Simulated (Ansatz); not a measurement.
# The I–V curve of a Mg/GaN/HfC junction, part 3 of 5

What current flows through Mg/GaN/HfC, and is the curve linear and symmetric? The lower electrode is Mg hcp(0001), the upper one HfC rock salt(111); the barrier is GaN wurtzite(0001) (whole bilayers). In the first transport cell, after relaxation, the nearest pair of electrode and barrier is Mg–N at 2.02 Å, along the normal, at the lower face and C–Ga at 2.01 Å, along the normal, at the upper one. All share a net of side 3.19 Å, which strains the lower electrode by +0.0 %, the upper one by -3.0 % and the barrier by -0.9 %, against typed lattice constants near PBE's. The first steps treat the bulk electrodes alone.

Ansatz 0.2.0; PBE DFT, plane waves, PAW files (the session's first sound run).

So far. Step 4 (Relaxation): The largest force component on a free atom ends at 0.016 eV/Å. At one or more of this run's solves the program warned of density in the dipole ramp over its bound, where dipole, forces and levels can be off.

## Step 5: The voltage sweep

This step: PBE DFT, plane waves, PAW files; current against voltage, self-consistent between two reservoirs (Ansatz 0.2.0).

System of this step: Mg/GaN/HfC. The cell holds 35 atoms: 11 Mg, 4 N, 4 Ga, 8 C and 8 Hf. Its edges and angles: a = 3.190 Å, b = 3.190 Å, c = 72.510 Å, α = 90.0°, β = 90.0°, γ = 120.0°. Regions: left electrode, 11 atoms (11 Mg); barrier, 8 atoms (4 N and 4 Ga); right electrode, 16 atoms (8 C and 8 Hf). Vacuum lies along c.

Under bias the potential drop changes the barrier, so density and potential are solved anew at each voltage between two reservoirs. The leads must hold the reservoirs as well as the screening charge.

input.yaml

```yaml
crystal:
  lattice:
    - [3.19, 0.0, 0.0]
    - [-1.595, 2.7626210381, 0.0]
    - [0.0, 0.0, 72.5097224624]
  atoms:
    - { symbol: Mg, position: [0.0, 0.0, 0.096538778] }
    - { symbol: Mg, position: [0.33333333, 0.66666667, 0.1321860041] }
    - { symbol: Mg, position: [0.0, 0.0, 0.1678332302] }
    - { symbol: Mg, position: [0.33333333, 0.66666667, 0.2034804562] }
    - { symbol: Mg, position: [0.0, 0.0, 0.2391276823] }
    - { symbol: Mg, position: [0.33333333, 0.66666667, 0.2747749084] }
    - { symbol: Mg, position: [0.0, 0.0, 0.3104221345] }
    - { symbol: Mg, position: [0.33333333, 0.66666667, 0.3460693605] }
    - { symbol: Mg, position: [0.0, 0.0, 0.3817165866] }
    - { symbol: Mg, position: [0.33333333, 0.66666667, 0.4173638127] }
    - { symbol: Mg, position: [0.0, 0.0, 0.4516196549] }
    - { symbol: "N", position: [0.0, 0.0, 0.4794169195] }
    - { symbol: Ga, position: [0.33333333, 0.66666667, 0.4886530936] }
    - { symbol: "N", position: [0.33333333, 0.66666667, 0.5158147412] }
    - { symbol: Ga, position: [0.0, 0.0, 0.5249796106] }
    - { symbol: "N", position: [0.0, 0.0, 0.5520677877] }
    - { symbol: Ga, position: [0.33333333, 0.66666667, 0.5613356923] }
    - { symbol: "N", position: [0.33333333, 0.66666667, 0.5883886137] }
    - { symbol: Ga, position: [0.0, 0.0, 0.5979517223] }
    - { symbol: C, position: [0.0, 0.0, 0.6257063045] }
    - { symbol: Hf, position: [0.33333333, 0.66666667, 0.6401002646] }
    - { symbol: C, position: [0.66666667, 0.33333333, 0.6589117615] }
    - { symbol: Hf, position: [0.0, 0.0, 0.6777232585] }
    - { symbol: C, position: [0.33333333, 0.66666667, 0.6965347555] }
    - { symbol: Hf, position: [0.66666667, 0.33333333, 0.7153462524] }
    - { symbol: C, position: [0.0, 0.0, 0.7341577494] }
    - { symbol: Hf, position: [0.33333333, 0.66666667, 0.7529692463] }
    - { symbol: C, position: [0.66666667, 0.33333333, 0.7717807433] }
    - { symbol: Hf, position: [0.0, 0.0, 0.7905922402] }
    - { symbol: C, position: [0.33333333, 0.66666667, 0.8094037372] }
    - { symbol: Hf, position: [0.66666667, 0.33333333, 0.8282152342] }
    - { symbol: C, position: [0.0, 0.0, 0.8470267311] }
    - { symbol: Hf, position: [0.33333333, 0.66666667, 0.8658382281] }
    - { symbol: C, position: [0.66666667, 0.33333333, 0.884649725] }
    - { symbol: Hf, position: [0.0, 0.0, 0.903461222] }
kpoints:
  mp_grid: { grid: [12, 12, 1] }
scf:
  occupations: { method: fermi_dirac, width: 0.1 }
  max_iter: 150
hamiltonian:
  xc: pbe
output:
  current_voltage:
    bias: [0.5, 0.8, -0.5, -0.8]
    kmesh: [18, 18]
    leads: [[4, 6], [26, 28]]
    electrode_ends: [10, 19]
  write_potential: true
  write_density: true
  volumetric_format: npy
  elf: true
```

Launch:

```bash
ansatz run input.yaml --threads 4 --pin off --max-ram 16384MiB --backend cpu --events-out ev --progress --plain --runs-dir out
```

Numbers of over 12 decimals in the logs are rounded to 6 here.

Output:

```text
[...]
Crystal: 35 atoms, lattice volume = 639.011 Å³
Basis set: ecut = 420 eV, 12627 PW (Γ)
Bands: 254, of which v1, the nominal top of the filled ones, is band 211 counted from 1 (210 counted from 0)
Symmetry: 6 space group operations
[...]
k-points: 19 of 144 (time reversal used)
[...]
SCF iter   1: F=—  HF=-165621.845268 eV  |F-HF|=—  |Δ(HF+E_count)|=         —  Δρ=1.17e-2  dr2=4.22e2  ethr=1.77e-3  ⟨swp⟩=7.3  Hψ=20945  notcnv=0  defer=219
[...]
SCF iter  13: F=-165620.796420 eV  HF=-165620.796420 eV  |F-HF|=4.97e-8  |Δ(HF+E_count)|=   5.21e-8  Δρ=1.83e-6  dr2=5.80e-8  ethr=2.37e-11  ⟨swp⟩=16.3  Hψ=26857  notcnv=0
SCF 1 converged in 13 iterations: F = -165620.796420 eV  dr2 = 5.80e-8
[...]
bias +0 V, iteration  1: dr2 1.18e-1 eV, mean Fermi level 9.3655 eV
bias +0 V, iteration  2: dr2 6.59e-3 eV, mean Fermi level 9.3683 eV
bias +0 V, iteration  3: dr2 1.29e-3 eV, mean Fermi level 9.3699 eV
bias +0 V, iteration  4: dr2 5.09e-5 eV, mean Fermi level 9.3705 eV
bias +0 V, iteration  5: dr2 1.04e-5 eV, mean Fermi level 9.3709 eV
bias +0 V, iteration  6: dr2 3.84e-6 eV, mean Fermi level 9.3711 eV
bias +0 V, iteration  7: dr2 6.30e-7 eV, mean Fermi level 9.3712 eV
bias +0 V, iteration  8: dr2 5.03e-8 eV, mean Fermi level 9.3713 eV
bias +0.5 V, iteration  1: dr2 1.69e2 eV, mean Fermi level 9.4230 eV
bias +0.5 V, iteration  2: dr2 4.55e1 eV, mean Fermi level 9.3920 eV
bias +0.5 V, iteration  3: dr2 7.87e-2 eV, mean Fermi level 9.3555 eV
bias +0.5 V, iteration  4: dr2 6.71e-2 eV, mean Fermi level 9.3627 eV
bias +0.5 V, iteration  5: dr2 5.53e-3 eV, mean Fermi level 9.3624 eV
bias +0.5 V, iteration  6: dr2 1.36e-3 eV, mean Fermi level 9.3628 eV
bias +0.5 V, iteration  7: dr2 3.78e-4 eV, mean Fermi level 9.3629 eV
bias +0.5 V, iteration  8: dr2 1.15e-5 eV, mean Fermi level 9.3629 eV
bias +0.5 V, iteration  9: dr2 5.41e-7 eV, mean Fermi level 9.3628 eV
bias +0.5 V, iteration 10: dr2 9.23e-8 eV, mean Fermi level 9.3628 eV
bias +0.8 V, iteration  1: dr2 3.98e-2 eV, mean Fermi level 9.3594 eV
bias +0.8 V, iteration  2: dr2 1.85e-2 eV, mean Fermi level 9.3685 eV
bias +0.8 V, iteration  3: dr2 1.39e-4 eV, mean Fermi level 9.3637 eV
bias +0.8 V, iteration  4: dr2 1.37e-4 eV, mean Fermi level 9.3638 eV
bias +0.8 V, iteration  5: dr2 7.33e-6 eV, mean Fermi level 9.3634 eV
bias +0.8 V, iteration  6: dr2 1.43e-6 eV, mean Fermi level 9.3634 eV
bias +0.8 V, iteration  7: dr2 2.04e-6 eV, mean Fermi level 9.3635 eV
bias +0.8 V, iteration  8: dr2 1.95e-7 eV, mean Fermi level 9.3634 eV
bias +0.8 V, iteration  9: dr2 1.97e-8 eV, mean Fermi level 9.3634 eV
bias -0.5 V, iteration  1: dr2 3.05e-2 eV, mean Fermi level 9.3793 eV
bias -0.5 V, iteration  2: dr2 1.74e-2 eV, mean Fermi level 9.3786 eV
bias -0.5 V, iteration  3: dr2 1.02e-3 eV, mean Fermi level 9.3860 eV
bias -0.5 V, iteration  4: dr2 3.26e-4 eV, mean Fermi level 9.3868 eV
bias -0.5 V, iteration  5: dr2 3.89e-5 eV, mean Fermi level 9.3879 eV
bias -0.5 V, iteration  6: dr2 1.05e-5 eV, mean Fermi level 9.3880 eV
bias -0.5 V, iteration  7: dr2 3.81e-6 eV, mean Fermi level 9.3881 eV
bias -0.5 V, iteration  8: dr2 7.37e-7 eV, mean Fermi level 9.3882 eV
bias -0.5 V, iteration  9: dr2 2.06e-7 eV, mean Fermi level 9.3883 eV
bias -0.5 V, iteration 10: dr2 9.72e-9 eV, mean Fermi level 9.3883 eV
bias -0.8 V, iteration  1: dr2 3.23e-3 eV, mean Fermi level 9.3999 eV
bias -0.8 V, iteration  2: dr2 1.23e-3 eV, mean Fermi level 9.3994 eV
bias -0.8 V, iteration  3: dr2 1.19e-4 eV, mean Fermi level 9.4015 eV
bias -0.8 V, iteration  4: dr2 2.73e-5 eV, mean Fermi level 9.4014 eV
bias -0.8 V, iteration  5: dr2 6.42e-6 eV, mean Fermi level 9.4015 eV
bias -0.8 V, iteration  6: dr2 1.23e-6 eV, mean Fermi level 9.4015 eV
bias -0.8 V, iteration  7: dr2 1.21e-7 eV, mean Fermi level 9.4015 eV
bias -0.8 V, iteration  8: dr2 1.00e-8 eV, mean Fermi level 9.4015 eV
transmission: 173 of 1702 steps passed
transmission: 341 of 1702 steps passed
[...]
transmission: 1702 of 1702 steps passed
WARN: The output density's exchange-correlation potential varies sharply where the density is thin. Do not read a vacuum level from v_tot or v_xc, or from such a field of the output density. On a cell that repeats whose density bears no net charge and no dipole along the vacuum's axis use v_es (v_loc + v_h of the components); under efield.dipole_correction with no amplitude use v_es + v_field, which holds any externa [...]
SCF converged after 13 iterations
Free energy (F): -165620.796420 eV
[...]
Internal energy: -165620.382786 eV  (E = F + TS)
E sigma→0 (E₀):  -165620.589603 eV
Entropy (-TS):   -0.413635 eV (-11.818 meV/atom)
Fermi energy:    9.360897 eV
[...]
--- Band table (eV; the first three rows and the last of 19) ---
  k-point 0: bands = [... 207 lower, 9.0193, 9.5797, 9.6294, 9.6294, 9.6683, 10.4347, 10.4347, 10.4604, ... 39 higher]
  k-point 1: bands = [... 207 lower, 8.9533, 9.0442, 9.3648, 9.4567, 9.7760, 9.9440, 10.0120, 10.2018, ... 39 higher]
  k-point 2: bands = [... 207 lower, 8.7447, 8.8394, 9.0907, 9.2498, 9.4062, 9.5309, 9.7292, 10.1344, ... 39 higher]
  k-point 18: bands = [... 207 lower, 9.1033, 9.1351, 9.2938, 9.3722, 9.3761, 9.3957, 9.4909, 9.7312, ... 39 higher]
--- Current–voltage curve ---
  leads      : [4, 6] from 7.00 to 30.26 and [26, 28] from 46.41 to 65.51 Å, reservoirs outside 21.80 and 53.36
  electrodes : end at 32.75 and 45.37 Å
  density    : 292 bands, filled at a thermal energy of 1.000e-1 eV; current at 300 K
  bias (V)   current (A)   every other point   every other energy   edges, levels   drop (V)   electrons moved   misfit (meV)   iterations
        +0      0.0000e0            0.0000e0             0.0000e0        0.0000e0     +0.000            0.00e0           40.5   8
      +0.5     6.2110e-8           6.6303e-8            6.2110e-8      2.9608e-12     +0.494           4.25e-3           35.6   10
[...]
-0.5    -1.1856e-7          -1.5685e-7           -1.1834e-7      1.0493e-12     -0.496          -2.32e-3           41.6   10
      -0.8    -2.4446e-7          -2.8344e-7           -2.4448e-7      2.1158e-11     -0.792          -3.31e-3           42.3   8
  At 0 V the conductance is 1.5621e-7 S, 1.7726e12 S/m².
```

Wall time 41 min (4 threads of Arm Neoverse V1, shared host); peak memory 6.4 GiB; 2.5 h of CPU time.

The column dr2 measures how far the density is from self-consistency, as an energy; F and HF (Harris–Foulkes) agree once it is small.

This step gave:

```
free energy              : -165620.7964 eV
Fermi energy             : 9.361 eV
conductance at zero bias : 1.77e12 S/m²
```

Checks by voltage:

```csv
bias (V),current density (ampere/m²),current on every other mesh point (ampere),drop across the junction (V),electrons moved,electrons in bound states,"misfit, lower lead (eV)","misfit, upper lead (eV)",iterations
-0.8,-2.77e12,-2.83e-7,-0.7924,-0.003314,4.53e-4,0.01358,0.04226,8
-0.5,-1.35e12,-1.57e-7,-0.4956,-0.002317,2.74e-4,0.01151,0.04164,10
0,0,0,0,0,0,0.01396,0.0405,8
0.5,7.05e11,6.63e-8,0.4942,0.004245,4.60e-4,0.01454,0.03562,10
0.8,8.93e11,1.04e-7,0.7902,0.00873,0.004084,0.01508,0.03231,9
```

Cell area 8.813 Å^2. Current through one cell against bias:

```csv
bias (V),current through one cell (nA)
-0.800,-244
-0.500,-119
0.000,0
0.500,62.1
0.800,78.7
```

Bias 0 V. The transmission and channels, zone mean by energy, zero at the mean Fermi level:

```csv
energy (eV),transmission,"channels, left","channels, right"
-0.259,0.00410,0.892,0.370
-0.233,0.00380,0.910,0.370
-0.207,0.00355,0.910,0.333
-0.181,0.00339,0.948,0.343
-0.155,0.00320,0.855,0.324
-0.129,0.00302,0.855,0.324
-0.103,0.00260,0.892,0.306
-0.078,0.00272,0.818,0.324
-0.052,0.00254,0.818,0.306
-0.026,0.00225,0.818,0.287
0.000,0.00182,0.855,0.269
0.026,0.00177,0.929,0.306
0.052,0.00165,0.910,0.306
0.078,0.00159,0.873,0.287
0.103,0.00273,0.873,0.324
0.129,0.00152,0.873,0.352
0.155,0.00159,0.948,0.389
0.181,0.00154,0.948,0.389
0.207,0.00138,0.960,0.389
0.233,0.00134,0.917,0.389
0.259,0.00131,0.954,0.407
```

Bias 0.8 V. Transmission and channels, zone mean against energy, zero at the mean Fermi level:

```csv
energy (eV),transmission,"channels, left","channels, right"
-0.672,0.00124,1.00,0.389
-0.646,0.00119,1.02,0.370
-0.595,0.00259,1.02,0.333
-0.569,0.00300,0.966,0.343
-0.517,0.00327,0.892,0.324
-0.491,0.00292,0.892,0.306
-0.465,0.00322,0.929,0.306
-0.414,0.00265,0.892,0.287
-0.388,0.00216,0.929,0.269
-0.362,0.00256,0.910,0.306
-0.336,0.00206,0.910,0.306
-0.310,0.00204,0.910,0.287
-0.284,0.00206,0.910,0.361
-0.233,0.00192,0.781,0.389
-0.207,0.00180,0.75,0.389
-0.155,0.00170,0.762,0.389
-0.129,0.00165,0.799,0.407
-0.103,0.00159,0.818,0.389
-0.052,0.00147,0.855,0.389
-0.026,0.00141,0.836,0.463
0.000,0.00133,0.762,0.463
0.026,0.00120,0.799,0.537
0.052,8.2e-4,0.799,0.519
0.103,5.3e-4,0.873,0.519
0.129,3.9e-4,0.873,0.5
0.155,3.8e-4,0.910,0.537
0.207,3.8e-4,0.948,0.537
0.233,3.8e-4,0.929,0.537
0.284,3.8e-4,0.929,0.537
0.310,3.8e-4,0.892,0.537
0.336,3.8e-4,0.818,0.537
0.388,3.9e-4,0.818,0.574
0.414,4.3e-4,0.855,0.648
0.465,1.0e-4,0.873,0.682
0.491,2.7e-4,0.873,0.722
0.517,3.0e-4,0.873,0.722
0.569,3.3e-4,0.948,0.722
0.595,3.4e-4,0.948,0.722
0.646,3.4e-4,0.917,0.759
0.672,4.7e-4,0.954,0.778
```

Bias -0.8 V. Transmission and channels, zone mean against energy, zero at the mean Fermi level:

```csv
energy (eV),transmission,"channels, left","channels, right"
-0.672,0.0408,0.873,0.981
-0.646,0.0351,0.910,0.944
-0.595,0.0268,0.910,0.907
-0.569,0.0258,0.948,0.796
-0.517,0.0280,0.855,0.796
-0.491,0.0345,0.892,0.796
-0.465,0.0266,0.818,0.759
-0.414,0.0124,0.892,0.778
-0.388,0.0104,0.855,0.722
-0.336,0.00796,0.873,0.685
-0.310,0.00702,0.873,0.667
-0.284,0.00627,0.873,0.630
-0.233,0.00521,0.948,0.556
-0.207,0.00480,0.948,0.556
-0.155,0.00419,0.917,0.537
-0.129,0.00392,0.954,0.481
-0.103,0.00371,0.954,0.5
-0.052,0.00338,0.954,0.5
-0.026,0.00321,0.991,0.463
0.000,0.00333,0.954,0.407
0.026,0.00300,0.954,0.407
0.052,0.00275,0.954,0.370
0.103,0.00238,1.21,0.389
0.129,0.00224,1.16,0.370
0.155,0.00226,1.12,0.370
0.207,0.00206,1.21,0.343
0.233,0.00196,1.23,0.324
0.284,0.00178,1.31,0.324
0.310,0.00174,1.19,0.324
0.336,0.00165,1.23,0.306
0.388,0.00127,1.31,0.269
0.414,0.00129,1.31,0.306
0.465,0.00120,1.27,0.287
0.491,0.00148,1.27,0.324
0.517,0.00118,1.27,0.352
0.543,0.00393,1.27,0.389
0.569,0.00151,1.27,0.389
0.595,0.00110,1.27,0.389
0.646,0.00107,1.25,0.407
0.672,0.00105,1.27,0.407
```

Table of Hartree potential energy less that at 0 V, planar mean by z:

```csv
z (Å),0.5 V (eV),0.8 V (eV),-0.5 V (eV),-0.8 V (eV)
0.0,-0.0207,-0.027,0.0232,0.0442
2.5,0.107,0.178,-0.104,-0.159
5.0,0.224,0.365,-0.221,-0.348
7.5,0.241,0.391,-0.233,-0.370
10.0,0.241,0.392,-0.231,-0.367
12.5,0.241,0.392,-0.232,-0.369
15.0,0.241,0.392,-0.236,-0.374
17.5,0.241,0.391,-0.231,-0.367
20.0,0.241,0.391,-0.226,-0.359
22.5,0.241,0.392,-0.231,-0.367
25.0,0.242,0.393,-0.233,-0.369
27.5,0.243,0.395,-0.233,-0.370
30.0,0.246,0.400,-0.235,-0.373
32.5,0.246,0.400,-0.234,-0.371
35.0,0.103,0.111,-0.152,-0.252
37.5,-0.0273,-0.0946,-0.0487,-0.0994
40.0,-0.133,-0.240,0.0686,0.0812
42.5,-0.212,-0.346,0.184,0.271
45.0,-0.258,-0.407,0.265,0.426
47.5,-0.259,-0.408,0.268,0.431
50.0,-0.258,-0.406,0.267,0.430
52.5,-0.254,-0.401,0.266,0.428
55.0,-0.250,-0.394,0.265,0.426
57.5,-0.254,-0.400,0.266,0.428
60.0,-0.257,-0.406,0.266,0.429
62.5,-0.258,-0.408,0.266,0.429
65.0,-0.258,-0.407,0.267,0.430
67.5,-0.255,-0.403,0.261,0.421
70.0,-0.148,-0.231,0.152,0.248
```

Electrostatic potential energy in the ca plane at fractional y = 1.000, with atoms of Mg and N and Ga and C and Hf within 0.2 Å of it. With pseudopotentials it is smooth inside the atoms' cores, unlike the true potential.

Ten even steps from '0' (-53 eV) to '9' (12 eV), each cell a mean:
```
61037999999998510388512799997666687215999986
86678999999999866799978999998766799878999998
99899999889999998999999899999999999999899999
99999999888999999999998789999999999998889999
99999999888999999999998889999999999998899999
88889999999999888899999999999877899999999999
73258999999998732689745899998666688547999997
40027999999998400278301699997666686103999986
```
Columns run along c (16.0 Å, from fractional 0.37 to 0.59 of the cell; values clipped at the 3rd and 97th percentile), rows up along a (3.2 Å). Atoms in or near the plane, at fractional coordinates: Mg at (0.38, 0.00), Mg at (0.45, 0.00), N at (0.48, 0.00), Ga at (0.52, 0.00), N at (0.55, 0.00).

ELF in the ca plane at fractional y = 1.000, with atoms of Mg and N and Ga and C and Hf within 0.2 Å of it. It is the smooth field of the valence electrons, not physical close to the nuclei.

Ten even steps from '0' (0.03) to '9' (0.83), each cell a mean:
```
00138857840012000269648841111599971122258845
11226899630022212258998411242267632331015899
42112454211246532124652111376311126751111366
64100111211367752001111232488731268852331122
63100222211357752012321222478521147852221133
22124787421134322247885211354224313541012688
00138989840012101259879731221489951221137988
00039716850012000169417952111699981122269712
```
Columns run along c (16.0 Å, from fractional 0.52 to 0.74 of the cell), rows up along a (3.2 Å). Atoms in or near the plane, at fractional coordinates: Ga at (0.52, 0.00), N at (0.55, 0.00), Ga at (0.60, 0.00), C at (0.63, 0.00), Hf at (0.68, 0.00), C at (0.73, 0.00).

Valence density in the ca plane at fractional y = 1.000, with atoms of Mg and N and Ga and C and Hf within 0.2 Å of it. It is the smooth field of the valence electrons, not physical close to the nuclei.

Ten steps, logarithmic in the rise over the least value, from '0' (0 e/Å³) to '9' (36 e/Å³), each cell a mean:
```
78522444200001587312333210001478851000001333
23111232100001232111222110001245521000001222
11000011100001110000011111111111111111111111
10000001100011110000001222111100011111221000
10000001100001110000001221111100011111221000
11100121100001111001111110011123211110111111
55312343200001354212332100001367641000001233
99623454210002698322333210001589852000002333
```
Columns run along c (16.0 Å, from fractional 0.52 to 0.74 of the cell), rows up along a (3.2 Å). Atoms in or near the plane, at fractional coordinates: Ga at (0.52, 0.00), N at (0.55, 0.00), Ga at (0.60, 0.00), C at (0.63, 0.00), Hf at (0.68, 0.00), C at (0.73, 0.00).

All 5 points reached self-consistency. On every other mesh point the currents change by up to 32 %. The leads' potential repeats within 42 meV, on the large side, so longer leads could move the currents.

(Continued in part 4 of 5.)

[Logs are printed without paths, hosts, clocks, repeated set-up lines and the standing remarks that a program may print on its own settings, such as how far it seeks lower states.]

[Hosts, paths, dates, database ids (printed as entryN), source tags and the programs' standing remarks are cut or masked in the printed files.]
